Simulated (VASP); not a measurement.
# Mg (Im-3m) in VASP: a series of runs

One crystal, Mg, is run at these levels: B3LYP+D3, PBEsol+D3(BJ), BLYP+D4; tasks: optical spectrum, equation of state, density of states.

Everything below comes from runs of VASP 6.6.1. Logs are shortened: lines on timing, memory, paths and dates and some standing lists are left out, and cuts for length are marked.

## Step 1: The structure

The structure is cubic, space group Im-3m (No. 229). Conventional cell: a = 3.546 Å, b = 3.546 Å, c = 3.546 Å, α = 90.00°, β = 90.00°, γ = 90.00°. Mg (site symmetry m-3m) is surrounded by 8 Mg at 3.07 Å.

This isn't the form of Mg at room conditions, which is hcp.

## Step 2: Optical spectrum, B3LYP+D3

POSCAR

```
Mg
1.0
   -1.7727644967      1.7727644967      1.7727644967
    1.7727644967     -1.7727644967      1.7727644967
    1.7727644967      1.7727644967     -1.7727644967
Mg
1
Direct
    0.0000000000      0.0000000000      0.0000000000
```

INCAR.step1

```
PREC = Accurate
ENCUT = 520
EDIFF = 1E-5
ISMEAR = 0
SIGMA = 0.01
LREAL = False
LASPH = True
NELM = 60
ALGO = Normal
ISIF = 2
LWAVE = True
LCHARG = False
NBANDS = 28
GGA = PE
```

INCAR.step2

```
PREC = Accurate
ENCUT = 520
EDIFF = 1E-6
ISMEAR = 0
SIGMA = 0.01
LREAL = False
LASPH = True
NELM = 60
ALGO = Normal
ISIF = 2
LWAVE = False
LCHARG = False
GGA = B3
LHFCALC = True
AEXX = 0.2
AGGAX = 0.72
AGGAC = 0.81
ALDAC = 0.19
PRECFOCK = Fast
HFRCUT = -1
IVDW = 11
LOPTICS = True
NBANDS = 28
NEDOS = 2000
CSHIFT = 0.05
ISTART = 1
```

KPOINTS

```
regular mesh
0
Gamma
  6 6 6
```

Potentials or basis: VASP PAW PBE potentials, release 64 (Mg_pv).

Command:

```sh
$ cat potpaw_PBE.64/Mg_pv/POTCAR > POTCAR
$ cp INCAR.step1 INCAR
$ mpirun -np 1 vasp_std > vasp.out
$ cp INCAR.step2 INCAR
$ mpirun -np 1 vasp_std > vasp.out
```

OUTCAR:

```text
PREC = Accurate
   ENCUT = 520
   EDIFF = 1E-6
   ISMEAR = 0
   LREAL = False
   LASPH = True
   NELM = 60
   ISIF = 2
   GGA = B3
   LHFCALC = True
   AEXX = 0.2
   PRECFOCK = Fast
   IVDW = 11
   ISTART = 1
 IVDW          = 11

 ion  position               nearest neighbor table
   1  0.000  0.000  0.000-

  LATTYP: Found a body centered cubic cell.
 ALAT       =     3.5455289934

  Lattice vectors:

 A1 = (  -1.7727644967,   1.7727644967,   1.7727644967)
 A2 = (   1.7727644967,  -1.7727644967,   1.7727644967)
 A3 = (   1.7727644967,   1.7727644967,  -1.7727644967)

Analysis of symmetry for initial positions (statically):
=====================================================================
 Subroutine PRICEL returns:
 Original cell was already a primitive cell.

 Routine SETGRP: Setting up the symmetry group for a
 body centered cubic supercell.

 Subroutine GETGRP returns: Found 48 space group operations
 (whereof 48 operations were pure point group operations)
 out of a pool of 48 trial point group operations.

The static configuration has the point symmetry O_h .

Analysis of symmetry for dynamics (positions and initial velocities):
=====================================================================
 Subroutine PRICEL returns:
 Original cell was already a primitive cell.

 Routine SETGRP: Setting up the symmetry group for a
 body centered cubic supercell.

 Subroutine GETGRP returns: Found 48 space group operations
 (whereof 48 operations were pure point group operations)
 out of a pool of 48 trial point group operations.

The dynamic configuration has the point symmetry O_h .

 Subroutine INISYM returns: Found 48 space group operations
 (whereof 48 operations are pure point group operations),
 and found     1 'primitive' translations

----------------------------------------------------------------------------------------

                                     Primitive cell

  volume of cell :      22.2850

  direct lattice vectors                    reciprocal lattice vectors
    -1.772764497  1.772764497  1.772764497     0.000000000  0.282045360  0.282045360
     1.772764497 -1.772764497  1.772764497     0.282045360  0.000000000  0.282045360
     1.772764497  1.772764497 -1.772764497     0.282045360  0.282045360  0.000000000

  length of vectors
     3.070518178  3.070518178  3.070518178     0.398872373  0.398872373  0.398872373

  position of ions in fractional coordinates (direct lattice)
     0.000000000  0.000000000  0.000000000

  ion indices of the primitive-cell ions
   primitive index   ion index
                 1           1

----------------------------------------------------------------------------------------

 KPOINTS: regular mesh

Automatic generation of k-mesh.
 Grid dimensions read from file:
 generate k-points for:    6    6    6

 Generating k-lattice:

  Cartesian coordinates                     Fractional coordinates (reciprocal lattice)
[... 73 lines left out ...]
  Fermi-wavevector in a.u.,A,eV,Ry     =   1.163502  2.198700 18.418707  1.353737
  Thomas-Fermi vector in A             =   2.300051
   LORBIT       =      0    0 simple, 1 ext, 2 COOP (PROOUT), +10 PAW based schemes
   GGA     = B3    functional components
   LHFCALC =     T    Hartree Fock is set to
   PRECFOCK=fast      Normal, Fast or Accurate (Low or Medium for compatibility)
   ENCUT4O =  -1.0   cutoff for four orbital integrals eV
   NKREDX  =     1    reduce k-point grid by
   NKREDY  =     1    reduce k-point grid by
   NKREDZ  =     1    reduce k-point grid by
   AEXX    =    0.2000 exact exchange contribution
   HFSCREEN=    0.0000 screening length (either q_TF or 0.3 A-1)
   HFSCREENC=   0.0000 screening length for correlation (either q_TF or 0.3 A-1)
   ENCUTFOCK=  -1.0 apply spherical cutoff to Coloumb kernel
   IVDW    =    11    specifies the selected vdW correction
   LEPSILON=     F    determine dielectric tensor
   LRPA    =     F    only Hartree local field effects (RPA)
 non-spin polarized calculation
 Gauss-broadening in eV      SIGMA  =   0.01
  energy-cutoff  :      520.00
  volume of cell :       22.29
 maximum number of plane-waves:       610
  NGX = 16; NGY = 16; NGZ = 16

 number of electron       7.9999986 magnetization

 Free energy of the ion-electron system (eV)
  ---------------------------------------------------
  ext. energy  EPLUGINS =         0.00000000
  ---------------------------------------------------
  free energy    TOTEN  =        -0.84321434 eV

  energy without entropy =       -0.84301572  energy(sigma->0) =       -0.84311503

 E-fermi :   3.1438     XC(G=0):  -7.1621

 val. band max:        2.2391461891   @ k =   0.3333   0.1667   0.1667
 cond. band min:       3.1460733401   @ k =   0.3333   0.3333   0.0000
 fundamental gap:      0.9069271510
 Fermi energy:         3.1438202196

 k-point     1 :       0.0000    0.0000    0.0000
  band No.  band energies     occupation
      1     -43.6645      2.00000
      2     -43.6631      2.00000
      3     -43.6611      2.00000
      4      -5.4317      2.00000
      5      16.8867      0.00000
      6      16.8903      0.00000
[... 280 lines left out ...]
      2     -43.6895      2.00000
      3     -43.6875      2.00000
      4       7.3409      0.00000
      5       7.3461      0.00000
      6       7.3493      0.00000
[... 8 lines left out ...]
     15      32.2922      0.00000
     16      32.2933      0.00000
 [bands above 16 left out]

------------------------ aborting loop because EDIFF is reached ----------------------------------------

 Edisp (eV)   -0.36161

 E8    (eV) :    -0.2745

  FORCE on cell =-STRESS in cart. coord.  units (eV):
  Direction    XX          YY          ZZ          XY          YZ          ZX
  --------------------------------------------------------------------------------------
  -------------------------------------------------------------------------------------
  Total      -0.00804    -0.00804    -0.00804    -0.00000    -0.00000     0.00000
  in kB      -0.57777    -0.57777    -0.57777    -0.00000    -0.00000     0.00000
  external pressure =       -0.58 kB  Pullay stress =        0.00 kB

 VOLUME and BASIS-vectors are now :
 -----------------------------------------------------------------------------
  energy-cutoff  :      520.00
  volume of cell :       22.29
      direct lattice vectors                 reciprocal lattice vectors
    -1.772764497  1.772764497  1.772764497     0.000000000  0.282045360  0.282045360
     1.772764497 -1.772764497  1.772764497     0.282045360  0.000000000  0.282045360
     1.772764497  1.772764497 -1.772764497     0.282045360  0.282045360  0.000000000

 POSITION                                       TOTAL-FORCE (eV/Angst)
 -----------------------------------------------------------------------------------
      0.00000      0.00000      0.00000         0.000000      0.000000     -0.000000
 -----------------------------------------------------------------------------------
    total drift:                               -0.000000      0.000000      0.000000

  FREE ENERGIE OF THE ION-ELECTRON SYSTEM (eV)
  ---------------------------------------------------
  free  energy   TOTEN  =        -1.2048270490 eV

  energy  without entropy=       -1.2046284330  energy(sigma->0) =       -1.20472774

 electrical conductivity sigma (Mega S m-1) (frequency dependency in vasprun.xml)
  --------------------------------------------------------------------------------------
       0.926      -0.000       0.000
       0.000       0.926       0.000
       0.000      -0.000       0.926

  frequency dependent IMAGINARY DIELECTRIC FUNCTION (independent particle, no local field effects) density-density
     E(ev)      X         Y         Z        XY        YZ        ZX
  --------------------------------------------------------------------------------------------------------------
     0.00000     0.00000     0.00000     0.00000     0.00000     0.00000     0.00000
     1.28041     0.00000     0.00000     0.00000     0.00000     0.00000    -0.00000
     2.56083     0.00000     0.00000     0.00000     0.00000     0.00000    -0.00000
     3.84124     0.00000     0.00000     0.00000     0.00000     0.00000    -0.00000
     5.12165     0.00000     0.00000     0.00000     0.00000     0.00000    -0.00000
     6.40207     0.00000     0.00000     0.00000     0.00000     0.00000    -0.00000
[... 92 lines left out ...]
   125.48051     0.00000     0.00000     0.00000     0.00000     0.00000    -0.00000
   126.76092     0.00000     0.00000     0.00000     0.00000     0.00000    -0.00000

  frequency dependent      REAL DIELECTRIC FUNCTION (independent particle, no local field effects) density-density
     E(ev)        X           Y           Z          XY          YZ          ZX
  --------------------------------------------------------------------------------------------------------------
     0.00000  1437.27336  1437.27336  1437.27336    -0.00000    -0.00000     0.00000
     1.28041  -150.37741  -150.37741  -150.37741    -0.00000    -0.00000    -0.00000
     2.56083   -19.09828   -19.09828   -19.09828    -0.00000    -0.00000    -0.00000
     3.84124    -6.70740    -6.70740    -6.70740    -0.00000    -0.00000    -0.00000
     5.12165    -3.01985    -3.01985    -3.01985    -0.00000    -0.00000    -0.00000
     6.40207    -2.08603    -2.08603    -2.08603    -0.00000    -0.00000    -0.00000
[... 92 lines left out ...]
   125.48051     0.97401     0.97401     0.97401    -0.00000    -0.00000    -0.00000
   126.76092     0.97482     0.97482     0.97482    -0.00000    -0.00000    -0.00000

  frequency dependent IMAGINARY DIELECTRIC FUNCTION (independent particle, no local field effects) current-current
     E(ev)      X         Y         Z        XY        YZ        ZX
  --------------------------------------------------------------------------------------------------------------
     0.00000     0.00000     0.00000     0.00000     0.00000     0.00000     0.00000
     1.28041     0.00000     0.00000     0.00000     0.00000     0.00000     0.00000
     2.56083     0.00000     0.00000     0.00000     0.00000     0.00000     0.00000
     3.84124     0.00000     0.00000     0.00000     0.00000     0.00000     0.00000
     5.12165     0.00000     0.00000     0.00000     0.00000     0.00000     0.00000
     6.40207     0.00000     0.00000     0.00000     0.00000     0.00000     0.00000
[... 92 lines left out ...]
   125.48051     0.00000     0.00000     0.00000     0.00000     0.00000     0.00000
   126.76092     0.00000     0.00000     0.00000     0.00000     0.00000     0.00000

  frequency dependent      REAL DIELECTRIC FUNCTION (independent particle, no local field effects) current-current
     E(ev)        X           Y           Z          XY          YZ          ZX
  --------------------------------------------------------------------------------------------------------------
     0.00000   739.23836   739.23836   739.23836    -0.00000    -0.00000     0.00000
     1.28041  -150.03421  -150.03421  -150.03421     0.00000    -0.00000    -0.00000
     2.56083   -18.47129   -18.47129   -18.47129     0.00000     0.00000    -0.00000
     3.84124    -6.42533    -6.42533    -6.42533     0.00000     0.00000    -0.00000
     5.12165    -2.86849    -2.86849    -2.86849     0.00000     0.00000    -0.00000
     6.40207    -1.98359    -1.98359    -1.98359     0.00000     0.00000    -0.00000
[... 92 lines left out ...]
   125.48051     0.97428     0.97428     0.97428     0.00000     0.00000    -0.00000
   126.76092     0.97509     0.97509     0.97509     0.00000     0.00000    -0.00000
```

It took 23 min on 1 thread of Intel Xeon 6975P-C (Granite Rapids), shared host; peak memory 0.14 GiB.

Results:

```yaml
Free_energy: -1.2048 eV
Pressure: -0.1 GPa
Band_gap_on_the_k_mesh: none (metal or under the smearing width)
Dispersion_energy_per_atom: -0.362 eV
```

Levels at points of the mesh, in eV from the Fermi level:
```csv
k point,band 2,band 3,band 4,band 5,band 6,band 7
"(0.00, 0.00, 0.00)",-46.81,-46.80,-8.58,13.74,13.75,13.75
"(0.50, 0.00, 0.00)",-46.82,-46.81,-2.34,-1.65,9.23,10.00
"(0.50, 0.50, 0.50)",-46.83,-46.83,4.20,4.20,4.21,4.34
```

Dielectric function (mean over the directions given):
```csv
energy (eV),real part,imaginary part
0.45,-144.06,0.00
1.73,-59.17,0.00
2.75,-15.92,0.00
3.78,-7.05,0.00
4.80,-3.81,11.10
5.76,-2.92,2.58
6.79,-1.67,0.00
7.81,-0.97,0.00
8.83,-0.31,0.00
9.86,-0.22,0.25
10.82,-0.05,0.00
11.84,0.16,0.00
12.87,0.24,0.00
13.89,0.37,0.00
14.92,0.48,0.00
15.88,0.54,0.00
16.90,0.60,0.24
17.93,0.65,0.00
18.95,0.72,0.00
19.97,0.72,0.00
```

Caveat: the k mesh is coarse (spacing up to 0.42 Å⁻¹), so the values aren't converged, least of all with exact exchange; spectra need much finer meshes, so this one isn't converged; these spectra lack excitons; the intraband (Drude) part of a metal's response may be missing; the PAW data sets were made with another functional, which shifts forces and pressure a little; pairwise dispersion overbinds metals, which lowers pressure and volume.

## Step 3: Equation of state, PBEsol+D3(BJ)

run.py

```python
from ase.calculators.vasp import Vasp
from ase.eos import EquationOfState
from ase.io import Trajectory
from ase.spacegroup import crystal
from ase.units import GPa

atoms = crystal(
    ['Mg'],
    basis=[[0.0, 0.0, 0.0]],
    spacegroup=229,
    setting=1,
    cellpar=[3.54552899, 3.54552899, 3.54552899, 90.0, 90.0, 90.0],
    primitive_cell=True,
)
calc = Vasp(
    directory='calc',
    xc='pbesol',
    pp='PBE',
    setups='recommended',
    prec='Accurate',
    encut=520,
    ediff=1e-06,
    ismear=-1,
    sigma=0.05,
    lreal=False,
    lasph=True,
    nelm=80,
    algo='Fast',
    isif=2,
    lwave=False,
    lcharg=False,
    ivdw=12,
    kpts=[11, 11, 11],
    gamma=True,
)
atoms.calc = calc
cell = atoms.cell.copy()
volumes, energies = [], []
traj = Trajectory('eos.traj', 'w')
for x in [0.94, 0.96, 0.98, 1.0, 1.02, 1.04, 1.06]:
    atoms.set_cell(cell * x ** (1 / 3), scale_atoms=True)
    volumes.append(atoms.get_volume())
    energies.append(atoms.get_potential_energy())
    traj.write(atoms)
    print(f'{x:5.2f} {volumes[-1]:12.5f} {energies[-1]:14.6f}')

v0, e0, B = EquationOfState(volumes, energies, eos='birchmurnaghan').fit()
print(f'V0 = {v0:.4f} A^3, E0 = {e0:.6f} eV, B = {B / GPa:.2f} GPa')
```

Potentials or basis: VASP PAW PBE potentials, release 64 (Mg).

Command:

```sh
$ python run.py
```

The log of the run:

```text
0.94     20.94792      -1.975248
 0.96     21.39362      -1.975530
 0.98     21.83932      -1.973445
 1.00     22.28503      -1.969226
 1.02     22.73073      -1.963082
 1.04     23.17643      -1.955209
 1.06     23.62213      -1.945773
V0 = 21.2197 A^3, E0 = -1.975716 eV, B = 42.19 GPa
```

OUTCAR:

```text
ENCUT = 520.000000
   EDIFF = 1.00e-06
   GGA = PS
   PREC = Accurate
   ISIF = 2
   ISMEAR = -1
   NELM = 80
   IVDW = 12
   LASPH = .TRUE.
   LREAL = .FALSE.
 IVDW          = 12

 ion  position               nearest neighbor table
   1  0.000  0.000  0.000-

  LATTYP: Found a body centered cubic cell.
 ALAT       =     3.6150668205

  Lattice vectors:

 A1 = (  -1.8075334102,   1.8075334102,   1.8075334102)
 A2 = (   1.8075334102,  -1.8075334102,   1.8075334102)
 A3 = (   1.8075334102,   1.8075334102,  -1.8075334102)

Analysis of symmetry for initial positions (statically):
=====================================================================
 Subroutine PRICEL returns:
 Original cell was already a primitive cell.

 Routine SETGRP: Setting up the symmetry group for a
 body centered cubic supercell.

 Subroutine GETGRP returns: Found 48 space group operations
 (whereof 48 operations were pure point group operations)
 out of a pool of 48 trial point group operations.

The static configuration has the point symmetry O_h .

Analysis of symmetry for dynamics (positions and initial velocities):
=====================================================================
 Subroutine PRICEL returns:
[... 157 lines left out ...]

 val. band max:        2.4019502848   @ k =   0.3636   0.1818   0.0909
 cond. band min:       2.5371493993   @ k =  -0.4545   0.4545   0.0909
 fundamental gap:      0.1351991145
 Fermi energy:         2.4456193255

 k-point     1 :       0.0000    0.0000    0.0000
  band No.  band energies     occupation
      1      -4.3576      2.00000
      2      15.2685      0.00000
      3      15.2685      0.00000
      4      15.2685      0.00000
      5      17.1823      0.00000
[... 177 lines left out ...]
 k-point    24 :       0.3636    0.1818    0.0909
  band No.  band energies     occupation
      1       1.8453      1.99999
      2       2.4020      1.41090
      3       6.0924      0.00000
      4       8.2865      0.00000
      5      17.6583      0.00000

 [... further k-points ...]

------------------------ aborting loop because EDIFF is reached ----------------------------------------

 Edisp (eV)   -0.25336

 E8    (eV) :    -0.1679

  FORCE on cell =-STRESS in cart. coord.  units (eV):
  Direction    XX          YY          ZZ          XY          YZ          ZX
  --------------------------------------------------------------------------------------
  -------------------------------------------------------------------------------------
  Total      -0.53692    -0.53692    -0.53692     0.00000     0.00000    -0.00000
  in kB     -36.41689   -36.41689   -36.41689     0.00000     0.00000    -0.00000
  external pressure =      -36.42 kB  Pullay stress =        0.00 kB

 VOLUME and BASIS-vectors are now :
 -----------------------------------------------------------------------------
  energy-cutoff  :      520.00
  volume of cell :       23.62
      direct lattice vectors                 reciprocal lattice vectors
    -1.807533410  1.807533410  1.807533410     0.000000000  0.276620060  0.276620060
     1.807533410 -1.807533410  1.807533410     0.276620060  0.000000000  0.276620060
     1.807533410  1.807533410 -1.807533410     0.276620060  0.276620060  0.000000000

 POSITION                                       TOTAL-FORCE (eV/Angst)
 -----------------------------------------------------------------------------------
      0.00000      0.00000      0.00000         0.000000      0.000000     -0.000000
 -----------------------------------------------------------------------------------
    total drift:                                0.000000      0.000000      0.000000

  FREE ENERGIE OF THE ION-ELECTRON SYSTEM (eV)
  ---------------------------------------------------
  free  energy   TOTEN  =        -1.9470946879 eV

  energy  without entropy=       -1.9444517066  energy(sigma->0) =       -1.94577320
```

INCAR:

```text
ENCUT = 520.000000
SIGMA = 0.050000
EDIFF = 1.00e-06
ALGO = Fast
GGA = PS
PREC = Accurate
ISIF = 2
ISMEAR = -1
NELM = 80
IVDW = 12
LASPH = .TRUE.
LCHARG = .FALSE.
LWAVE = .FALSE.
LREAL = .FALSE.
```

Run time: 28 s. Hardware: 1 thread of Intel Xeon 6975P-C (Granite Rapids), shared host; peak memory 0.14 GiB.

Results:

```
Equilibrium volume                      : 21.22 Å³/atom
Bulk modulus                            : 42 GPa
Pressure derivative of the bulk modulus : 4.0
```

Energy against volume, from the lowest point:
```
volume (Å³/atom)  energy (meV/atom)
          20.948               0.28
          21.394               0.00
          21.839               2.09
          22.285               6.30
          22.731              12.45
          23.176              20.32
          23.622              29.76
```

Caveat: the PAW data sets were made with another functional, which shifts forces and pressure a little.

(Continued in part 2 of 2.)
